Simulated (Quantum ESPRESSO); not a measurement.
# PbSe (Clausthalite) (Fm-3m) in Quantum ESPRESSO: further runs, part 4 of 5

Quantum ESPRESSO 7.5. The steps go on from the part before.

**5. Wannier functions, PBE**

The input, pw.in:

```
&CONTROL
  calculation = 'scf'
  prefix = 'pwscf'
  outdir = './tmp'
  pseudo_dir = './pseudo'
  tprnfor = .true.
  tstress = .true.
  disk_io = 'low'
/
&SYSTEM
  ibrav = 0
  nat = 2
  ntyp = 2
  ecutwfc = 86
  nbnd = 22
  occupations = 'smearing'
  smearing = 'fd'
  degauss = 0.00367493
/
&ELECTRONS
  conv_thr = 4d-10
  electron_maxstep = 120
  mixing_beta = 0.5
/
ATOMIC_SPECIES
Pb   207.2000 Pb.upf
Se    78.9710 Se.upf
CELL_PARAMETERS angstrom
   0.0000000000    3.0606500000    3.0606500000
   3.0606500000    0.0000000000    3.0606500000
   3.0606500000    3.0606500000    0.0000000000
ATOMIC_POSITIONS crystal
Pb     0.0000000000    0.0000000000    0.0000000000
Se     0.5000000000    0.5000000000    0.5000000000
K_POINTS automatic
8 8 8 0 0 0
```

nscf.in is that of step 4.

The input, pw2wan.in:

```
&INPUTPP
  prefix = 'pwscf'
  outdir = './tmp'
  seedname = 'w'
  write_mmn = .true.
  write_amn = .true.
  scdm_proj = .true.
  scdm_entanglement = 'erfc'
  scdm_mu = 12.79
  scdm_sigma = 3
/
```

bands.in is that of step 4.

Changes to w.win since step 4:

```diff
@@ -2,8 +2,5 @@
 num_bands = 22
-guiding_centres = true
-dis_froz_max = 10.79
-dis_num_iter = 600
-dis_mix_ratio = 0.5
-dis_conv_tol = 1.0d-9
-num_iter = 0
+auto_projections = true
+dis_num_iter = 0
+num_iter = 1200
 conv_tol = 1.0d-8
@@ -16,6 +13,2 @@
 exclude_bands = 1-5
-begin projections
-Pb: s;p;d
-Se: s;p
-end projections
 begin unit_cell_cart
```

Potentials or basis: PseudoDojo 0.4.1 SR PBE standard.

Command:

```bash
> OMP_NUM_THREADS=1 pw.x -in pw.in > pw.out
> OMP_NUM_THREADS=1 pw.x -in nscf.in > nscf.out
> wannier90.x -pp w
> OMP_NUM_THREADS=1 pw2wannier90.x -in pw2wan.in > pw2wan.out
> wannier90.x w
> OMP_NUM_THREADS=1 pw.x -in bands.in > bands.out
```

pw.out:

```text
This program is part of the open-source Quantum ESPRESSO suite
     for quantum simulation of materials; please cite
[... 9 lines left out ...]
     --------------------
     sticks:   dense  smooth     PW     G-vecs:    dense   smooth      PW
     Sum        1585    1585    451                41655    41655    6423

     Using Slab Decomposition

     bravais-lattice index     =            0
     lattice parameter (alat)  =       8.1795  a.u.
     unit-cell volume          =     386.9614 (a.u.)^3
     number of atoms/cell      =            2
     number of atomic types    =            2
     number of electrons       =        30.00
     number of Kohn-Sham states=           22
     kinetic-energy cutoff     =      86.0000  Ry
     charge density cutoff     =     344.0000  Ry
     scf convergence threshold =      4.0E-10
     mixing beta               =       0.5000
     number of iterations used =            8  plain     mixing
     Exchange-correlation= PBE
                           (   1   4   3   4   0   0   0)

     celldm(1)=   8.179515  celldm(2)=   0.000000  celldm(3)=   0.000000
     celldm(4)=   0.000000  celldm(5)=   0.000000  celldm(6)=   0.000000

     crystal axes: (cart. coord. in units of alat)
               a(1) = (   0.000000   0.707107   0.707107 )
               a(2) = (   0.707107   0.000000   0.707107 )
               a(3) = (   0.707107   0.707107   0.000000 )

     reciprocal axes: (cart. coord. in units 2 pi/alat)
               b(1) = ( -0.707107  0.707107  0.707107 )
               b(2) = (  0.707107 -0.707107  0.707107 )
               b(3) = (  0.707107  0.707107 -0.707107 )

     PseudoPot. # 1 for Pb read from file:
     Pb.upf
     Pseudo is Norm-conserving + core correction, Zval = 14.0
     Generated using ONCVPSP code by D. R. Hamann
     Using radial grid of 1678 points,  6 beta functions with:
                l(1) =   0
                l(2) =   0
                l(3) =   1
                l(4) =   1
                l(5) =   2
                l(6) =   2

     PseudoPot. # 2 for Se read from file:
     Se.upf
     Pseudo is Norm-conserving + core correction, Zval = 16.0
     Generated using ONCVPSP code by D. R. Hamann
     Using radial grid of 1214 points,  6 beta functions with:
                l(1) =   0
                l(2) =   0
                l(3) =   1
                l(4) =   1
                l(5) =   2
                l(6) =   2

     atomic species   valence    mass     pseudopotential
     Pb               14.00   207.20000     Pb( 1.00)
     Se               16.00    78.97100     Se( 1.00)

     48 Sym. Ops., with inversion, found

   Cartesian axes

     site n.     atom                  positions (alat units)
         1        Pb     tau(   1) = (   0.0000000   0.0000000   0.0000000  )
         2        Se     tau(   2) = (   0.7071068   0.7071068   0.7071068  )

     number of k points=    29  Fermi-Dirac smearing, width (Ry)=  0.0037
                       cart. coord. in units 2pi/alat
        k(    1) = (   0.0000000   0.0000000   0.0000000), wk =   0.0039062
        k(    2) = (   0.0883883   0.0883883  -0.0883883), wk =   0.0312500
        k(    3) = (   0.1767767   0.1767767  -0.1767767), wk =   0.0312500
        k(    4) = (   0.2651650   0.2651650  -0.2651650), wk =   0.0312500
        k(    5) = (  -0.3535534  -0.3535534   0.3535534), wk =   0.0156250
        k(    6) = (   0.1767767   0.0000000   0.0000000), wk =   0.0234375
[... 21 lines left out ...]
        k(   28) = (  -0.7071068   0.1767767  -0.0000000), wk =   0.0468750
        k(   29) = (  -0.7071068   0.3535534   0.0000000), wk =   0.0234375

     Dense  grid:    41655 G-vectors     FFT dimensions: (  50,  50,  50)

     Initial potential from superposition of free atoms

     starting charge      29.9978, renormalised to      30.0000
     Starting wfcs are   18 randomized atomic wfcs +    4 random wfcs

     Self-consistent Calculation

     iteration #  1     ecut=    86.00 Ry     beta= 0.50
     Davidson diagonalization with overlap
     ethr =  1.00E-02,  avg # of iterations =  5.3

     Threshold (ethr) on eigenvalues was too large:
     Diagonalizing with lowered threshold

     Davidson diagonalization with overlap
     ethr =  2.53E-04,  avg # of iterations =  2.7

     total energy              =    -383.29926745 Ry
     estimated scf accuracy    <       0.07415706 Ry
[... 50 lines left out ...]
     iteration #  9     ecut=    86.00 Ry     beta= 0.50
     Davidson diagonalization with overlap
     ethr =  3.67E-11,  avg # of iterations =  2.0

     End of self-consistent calculation

          k = 0.0000 0.0000 0.0000 (  5161 PWs)   bands (ev):

   -37.7830 -37.7830 -37.7806 -37.7806 -37.7806  -7.3303  -7.3303  -7.3303
    -7.3245  -7.3245  -4.1023   3.1829   7.6239   7.6239   7.6239  14.2057
    14.2057  14.2057  16.0239  16.0239  16.0239  17.7663

          k = 0.0884 0.0884-0.0884 (  5149 PWs)   bands (ev):
[... 19 lines left out ...]
   -37.7830 -37.7830 -37.7805 -37.7805 -37.7805  -7.3502  -7.3502  -7.3273
    -7.2963  -7.2963  -3.0376   0.6890   8.0254   8.0254   9.4921   9.7884
    11.1916  11.1916  18.0499  19.7464  19.7828  19.7828

          k = 0.1768 0.0000 0.0000 (  5157 PWs)   bands (ev):

   -37.7830 -37.7830 -37.7806 -37.7806 -37.7806  -7.3348  -7.3329  -7.3240
    -7.3240  -7.3217  -3.9429   2.7360   7.3987   7.3987   8.4023  12.1511
    14.0610  14.0610  15.0961  17.0253  17.0253  18.2939

          k = 0.2652 0.0884-0.0884 (  5203 PWs)   bands (ev):
[... 25 lines left out ...]
   -37.7830 -37.7830 -37.7806 -37.7805 -37.7805  -7.3445  -7.3412  -7.3267
    -7.3128  -7.3058  -3.4306   1.5815   6.8375   8.1051   9.0419  10.7041
    11.6207  13.3810  16.4194  17.1392  18.9905  20.0135

          k = 0.0000-0.1768 0.1768 (  5194 PWs)   bands (ev):

   -37.7830 -37.7830 -37.7806 -37.7806 -37.7806  -7.3338  -7.3334  -7.3294
    -7.3232  -7.3144  -3.7946   2.3179   7.1463   7.9574   8.4888  11.8632
    12.4509  13.7690  16.0699  16.4235  17.5196  18.7216

          k = 0.3536 0.0000 0.0000 (  5201 PWs)   bands (ev):

   -37.7830 -37.7830 -37.7806 -37.7805 -37.7805  -7.3729  -7.3393  -7.3150
    -7.3086  -7.3086  -3.4945   2.1164   6.8948   6.8948   7.8614  11.8920
    14.0567  14.2575  14.2575  18.9997  19.1338  19.1338

          k = 0.4419 0.0884-0.0884 (  5215 PWs)   bands (ev):
[... 13 lines left out ...]
   -37.7830 -37.7829 -37.7805 -37.7805 -37.7805  -7.3861  -7.3341  -7.3196
    -7.3082  -7.2975  -2.8232   1.0933   5.6480   7.3604   7.9369  11.6865
    12.3217  14.1604  16.9743  18.4180  18.7625  21.2719

          k = 0.0000-0.3536 0.3536 (  5202 PWs)   bands (ev):

   -37.7830 -37.7830 -37.7805 -37.7805 -37.7805  -7.3638  -7.3392  -7.3195
    -7.3082  -7.3069  -3.0850   1.2566   5.9815   7.8845   8.7260  10.8782
    11.6703  13.9532  17.5408  17.6388  19.0511  19.9458

          k = 0.5303-0.0000 0.0000 (  5209 PWs)   bands (ev):

   -37.7830 -37.7829 -37.7806 -37.7805 -37.7805  -7.4268  -7.3457  -7.3083
    -7.2924  -7.2924  -2.9373   1.9425   5.6287   6.4398   6.4398  13.4130
    14.2008  14.7926  14.7926  20.1363  20.2531  21.4933

          k =-0.0884-0.6187 0.6187 (  5219 PWs)   bands (ev):

   -37.7830 -37.7829 -37.7806 -37.7805 -37.7805  -7.4370  -7.3433  -7.3109
    -7.2906  -7.2883  -2.7286   1.8221   4.9144   6.4391   6.5570  13.3754
    14.4964  14.6255  15.1632  20.9136  21.0527  21.3323

          k = 0.0000-0.5303 0.5303 (  5218 PWs)   bands (ev):

   -37.7830 -37.7829 -37.7806 -37.7805 -37.7805  -7.4197  -7.3323  -7.3205
    -7.2980  -7.2916  -2.6783   1.4518   4.9182   6.7698   7.0983  12.8921
    13.5031  14.9429  15.3310  19.6946  19.8198  21.8684

          k =-0.7071 0.0000 0.0000 (  5218 PWs)   bands (ev):

   -37.7830 -37.7829 -37.7806 -37.7805 -37.7805  -7.4530  -7.3483  -7.3055
    -7.2855  -7.2855  -2.6676   2.1071   4.5113   6.2635   6.2635  13.1976
    15.1042  15.1042  15.5439  20.8379  21.1413  22.1983

          k = 0.3536 0.1768 0.0000 (  5220 PWs)   bands (ev):

   -37.7830 -37.7830 -37.7806 -37.7805 -37.7805  -7.3646  -7.3327  -7.3283
    -7.3091  -7.3041  -3.3821   1.7379   6.5978   7.5223   8.2797  11.4339
    12.6330  13.7385  15.4760  18.4293  19.0590  19.5787

          k =-0.2652-0.4419 0.6187 (  5209 PWs)   bands (ev):
[... 19 lines left out ...]
   -37.7830 -37.7829 -37.7806 -37.7805 -37.7805  -7.4125  -7.3288  -7.3239
    -7.3053  -7.2890  -2.7054   1.3961   5.2815   5.9331   8.1353  11.8912
    13.9154  14.5512  16.0752  18.3504  21.1808  21.4733

          k = 0.0000-0.3536 0.5303 (  5226 PWs)   bands (ev):

   -37.7830 -37.7829 -37.7805 -37.7805 -37.7805  -7.3974  -7.3313  -7.3174
    -7.3135  -7.2929  -2.7672   1.2562   5.4611   6.2657   8.6451  11.1670
    13.5161  14.3154  17.2441  17.3258  20.1962  20.9011

          k =-0.7071 0.1768-0.0000 (  5220 PWs)   bands (ev):

   -37.7830 -37.7829 -37.7806 -37.7805 -37.7805  -7.4363  -7.3396  -7.3138
    -7.2952  -7.2855  -2.6533   1.7580   4.7158   5.9324   7.2580  13.3181
    13.6234  15.2184  15.6293  19.6567  21.1107  22.2170

          k =-0.7071 0.3536 0.0000 (  5220 PWs)   bands (ev):

   -37.7830 -37.7829 -37.7805 -37.7805 -37.7805  -7.4167  -7.3251  -7.3179
    -7.3179  -7.2855  -2.6383   1.4744   5.2655   5.2655   8.7014  11.3801
    14.4589  14.4589  17.2349  17.2349  21.3538  22.2292

     the Fermi energy is     9.6402 ev

!    total energy              =    -383.31934899 Ry
     estimated scf accuracy    <          2.3E-10 Ry
     smearing contrib. (-TS)   =      -0.00002254 Ry
     internal energy E=F+TS    =    -383.31932645 Ry

     The total energy is F=E-TS. E is the sum of the following terms:
     one-electron contribution =    -173.57050066 Ry
     hartree contribution      =     100.03407444 Ry
     xc contribution           =     -88.42649955 Ry
     ewald contribution        =    -221.35640068 Ry

     convergence has been achieved in   9 iterations

     Forces acting on atoms (cartesian axes, Ry/au):

     atom    1 type  1   force =     0.00000000   -0.00000000   -0.00000000
     atom    2 type  2   force =    -0.00000000    0.00000000    0.00000000

     Total force =     0.000000     Total SCF correction =     0.000000

     Computing stress (Cartesian axis) and pressure

          total   stress  (Ry/bohr**3)                   (kbar)     P=       24.10
   0.00016385  -0.00000000   0.00000000           24.10       -0.00        0.00
  -0.00000000   0.00016385  -0.00000000           -0.00       24.10       -0.00
   0.00000000  -0.00000000   0.00016385            0.00       -0.00       24.10

=------------------------------------------------------------------------------=
   JOB DONE.
=------------------------------------------------------------------------------=
```

Wall time 11 min (1 thread of Arm Neoverse V1, shared host); peak memory 0.31 GiB.

What came out:

```yaml
Free_energy: -5215.3254 eV
Pressure: 2.4 GPa
Band_gap_on_the_k_mesh: 0.30 eV, direct
Band_gap_along_the_path: 0.30 eV, direct
Total_Wannier_spread: 18.62 Å² over 13 functions
RMS_miss_of_the_Wannier_bands: 0.017 eV
```

Levels at the corners of the path, in eV from the valence-band top:
```csv
point,band 13,band 14,band 15,band 16,band 17,band 18
Γ,-1.87,-1.87,-1.87,4.71,4.71,4.71
X,-4.98,-3.23,-3.23,3.71,5.61,5.61
W,-4.23,-4.23,-0.79,1.89,4.97,4.97
K,-4.57,-2.72,-2.39,3.40,4.01,5.45
Γ,-1.87,-1.87,-1.87,4.71,4.71,4.71
L,-1.47,-1.47,0.00,0.30,1.70,1.70
U,-4.57,-2.72,-2.39,3.40,4.01,5.45
W,-4.23,-4.23,-0.79,1.89,4.97,4.97
L,-1.47,-1.47,0.00,0.30,1.70,1.70
K,-4.57,-2.72,-2.39,3.40,4.01,5.45
U,-4.57,-2.72,-2.39,3.40,4.01,5.45
X,-4.98,-3.23,-3.23,3.71,5.61,5.61
```

Wannier functions:
```tsv
function	nearest atom	distance (Å)	spread (Å²)	on-site energy from the reference level (eV)
1	1 Pb	0.02	0.57	-16.88
2	1 Pb	0.03	0.57	-16.84
3	1 Pb	0.53	1.68	-8.21
4	1 Pb	0.54	1.66	-8.20
5	1 Pb	0.58	1.70	-7.52
6	1 Pb	0.05	0.60	-16.66
7	2 Se	0.51	1.45	-3.91
8	2 Se	0.52	1.47	-3.85
9	2 Se	0.52	1.47	-3.91
10	2 Se	0.51	1.47	-3.87
11	1 Pb	0.75	1.98	-4.61
12	1 Pb	0.75	1.99	-4.52
13	1 Pb	0.74	2.01	-4.56
```

Parts of the spread (Å²): invariant 15.13, diagonal 0.026, off-diagonal 3.46, total 18.62. Against the direct bands the interpolation misses by 17 meV (root mean square) and 161 meV at most, for states up to 1 eV over the reference level.

Caveat: spin-orbit coupling is left out, which as a rule narrows the gap of such compounds by several tenths of an eV.

(Continued in part 5 of 5.)
